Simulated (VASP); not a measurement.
# Pb, density of states: which settings are enough?

Pb, C2/m (no. 12), 2 atoms in the cell. RevPBE; PAW potentials Pb_d (PBE set). VASP 6.6.1.

Wanted: density of states by 0.5 eV bins within 8 %; centre of the states within 12 eV below the valence top within 0.03 eV; states at the Fermi level within 8 %.

What the run is for: density of states; Accuracy asked: standard; k mesh of the density: 10 × 10 × 5.

POSCAR:
```
Pb
1.0
    3.0386068135     -1.7503199600      0.0000000000
    3.0386068135      1.7503199600      0.0000000000
   -2.1154626375      0.0000000000      6.0952248674
Pb
2
Direct
    0.9085084100      0.9085084100      0.7262922000
    0.0914915900      0.0914915900      0.2737078000
```

The series start from Plane-wave cutoff (eV): 280; k-point mesh: 12 × 12 × 6; Energy points (NEDOS): 2001; Occupations for the DOS: ISMEAR=-5; Electronic threshold (eV): 1e-6; Precision mode (PREC): Accurate. Each series keeps the choices made before it, and each single choice may use up half of a tolerance. Times cover all steps of a run.

## Plane-wave cutoff (eV)

| Plane-wave cutoff (eV) | Density of states by 0.5 eV bins, largest deviation against the largest value | Centre of the states within 12 eV below the valence top (eV) | States at the Fermi level (states/eV/atom) | Time (s) |
|---|---|---|---|---|
| 190 | 1.6 % | -5.097 | 0.5895 | 6.6 |
| 240 | 0.42 % | -5.093 | 0.5917 | 10 |
| 280 | 0.38 % | -5.093 | 0.5918 | 12 |
| 310 | 0.28 % | -5.092 | 0.5918 | 13 |
| 380 | 0.025 % | -5.091 | 0.5918 | 15 |
| 480 (reference) | 0 % | -5.091 | 0.5918 | 25 |

Chosen: 190, the loosest value from which every tighter one stays within half of the tolerance.

## k-point mesh

| k-point mesh | Density of states by 0.5 eV bins, largest deviation against the largest value | Centre of the states within 12 eV below the valence top (eV) | States at the Fermi level (states/eV/atom) | Time (s) |
|---|---|---|---|---|
| 5 × 5 × 3 | 37 % | -5.015 | 0.808 | 3.9 |
| 7 × 7 × 3 | 23 % | -5.157 | 0.627 | 4.2 |
| 8 × 8 × 4 | 18 % | -5.111 | 0.5763 | 4.7 |
| 10 × 10 × 5 | 8 % | -5.079 | 0.6692 | 5.5 |
| 12 × 12 × 6 | 4.2 % | -5.097 | 0.5895 | 6.6 |
| 15 × 15 × 7 | 2.5 % | -5.087 | 0.6156 | 8.8 |
| 18 × 18 × 9 | 1.2 % | -5.084 | 0.6161 | 13 |
| 22 × 22 × 11 (reference) | 0 % | -5.091 | 0.6065 | 20 |

Chosen: 15 × 15 × 7.

## Energy points (NEDOS)

| Energy points (NEDOS) | Density of states by 0.5 eV bins, largest deviation against the largest value | Centre of the states within 12 eV below the valence top (eV) | States at the Fermi level (states/eV/atom) | Time (s) |
|---|---|---|---|---|
| 301 | 0.92 % | -5.088 | 0.616 | 8.5 |
| 501 | 0.59 % | -5.085 | 0.6185 | 8.6 |
| 1001 | 0.15 % | -5.086 | 0.6163 | 8.5 |
| 2001 | 0.025 % | -5.087 | 0.6156 | 8.8 |
| 4001 (reference) | 0 % | -5.082 | 0.616 | 8.6 |

Chosen: 301.

## Occupations for the DOS

| Occupations for the DOS | Density of states by 0.5 eV bins, largest deviation against the largest value | Centre of the states within 12 eV below the valence top (eV) | States at the Fermi level (states/eV/atom) | Time (s) |
|---|---|---|---|---|
| ISMEAR=-5 | 0 % | -5.088 | 0.616 | 8.5 |
| ISMEAR=-4 | 0 % | -5.088 | 0.616 | 8.6 |
| ISMEAR=0 SIGMA=0.05 | 8.8 % | -5.144 | 0.8432 | 8.1 |
| ISMEAR=0 SIGMA=0.1 | 9.1 % | -5.144 | 0.7522 | 8.2 |
| ISMEAR=-15 SIGMA=0.025 | 0.025 % | -5.088 | 0.6159 | 8.7 |
| ISMEAR=1 SIGMA=0.1 | 8.7 % | -5.147 | 0.8353 | 8.1 |

Chosen: ISMEAR=-5; no other choice that stays within half of the tolerance saves 30 % of the time.

## Electronic threshold (eV)

| Electronic threshold (eV) | Density of states by 0.5 eV bins, largest deviation against the largest value | Centre of the states within 12 eV below the valence top (eV) | States at the Fermi level (states/eV/atom) | Time (s) |
|---|---|---|---|---|
| 0.001 | 0.025 % | -5.088 | 0.616 | 7.2 |
| 0.0001 | 0.051 % | -5.088 | 0.6159 | 7.3 |
| 1e-5 | 0.013 % | -5.088 | 0.6159 | 7.8 |
| 1e-6 (reference) | 0 % | -5.088 | 0.616 | 8.5 |

Chosen: 0.001.

## Precision mode (PREC)

| Precision mode (PREC) | Density of states by 0.5 eV bins, largest deviation against the largest value | Centre of the states within 12 eV below the valence top (eV) | States at the Fermi level (states/eV/atom) | Time (s) |
|---|---|---|---|---|
| Normal | 0.1 % | -5.088 | 0.6161 | 5.4 |
| Accurate (reference) | 0 % | -5.088 | 0.616 | 7.2 |

Chosen: Normal.

## All choices together

| Input | Density of states by 0.5 eV bins, largest deviation against the largest value | Centre of the states within 12 eV below the valence top (eV) | States at the Fermi level (states/eV/atom) | Time (s) |
|---|---|---|---|---|
| defaults for smearing, thresholds and mesh (naive) | 46 % | -5.104 | 1.013 | 6.2 |
| chosen settings | 2.4 % | -5.088 | 0.6161 | 5.4 |
| reference settings throughout | 0 % | -5.080 | 0.6088 | 85 |

The tolerance is met.

## The input

INCAR.step1:
```
SYSTEM = Pb
ALGO     = Normal         ! electronic algorithm
EDIFF    = 0.001          ! SCF threshold, eV
ENCUT    = 190            ! plane-wave cutoff, eV
GGA      = RE             ! functional
GGA_COMPAT= .False.      
ISMEAR   = 1              ! smearing method
KPAR     = 8            
LASPH    = .True.         ! aspherical terms in the spheres
LCHARG   = .True.         ! write CHGCAR
LREAL    = .False.        ! projectors in reciprocal space
LWAVE    = .False.        ! write WAVECAR
NBANDS   = 30             ! bands
NELM     = 120            ! most SCF steps
PREC     = Normal         ! precision mode
SIGMA    = 0.1            ! smearing width, eV
```

INCAR.step2, as INCAR.step1 but for:
```
- ISMEAR = 1
- LCHARG = .True.
- SIGMA = 0.1
+ EMAX = 14.6511
+ EMIN = -10.3489
+ ICHARG = 11
+ ISMEAR = -5
+ LCHARG = .False.
+ LORBIT = 11
+ NEDOS = 301
```

KPOINTS.step1:
```
k-points
0
Gamma
  10 10 5
```

KPOINTS.step2:
```
Automatic mesh
0
Gamma
  15 15 7
  0 0 0
```

Commands (each step's output is kept before the next begins):
```
cat potpaw_PBE.64/Pb_d/POTCAR > POTCAR
cp INCAR.step1 INCAR
cp KPOINTS.step1 KPOINTS
mpirun -np 8 vasp_std > vasp.out
cp INCAR.step2 INCAR
cp KPOINTS.step2 KPOINTS
mpirun -np 8 vasp_std > vasp.out
```

The chosen input took VASP 6.6.1 5.4 s on 8 cores (Intel Xeon 6975P-C (Granite Rapids)), a shared host.

## An input that fails: broad smearing on a coarse energy grid

It runs to its end, but against the unchanged starting input it is off by 23 % in the density of states by 0.5 eV bins, 0.026 eV in the centre of the states within 12 eV below the valence top, 0.41 % in the states at the Fermi level.

Changes against the starting input:
```
(step 2)
- ISMEAR = -5
- NELM = 120
- NEDOS = 2001
+ ISMEAR = 0
+ NELM = 98
+ NEDOS = 301
+ SIGMA = 0.5
```
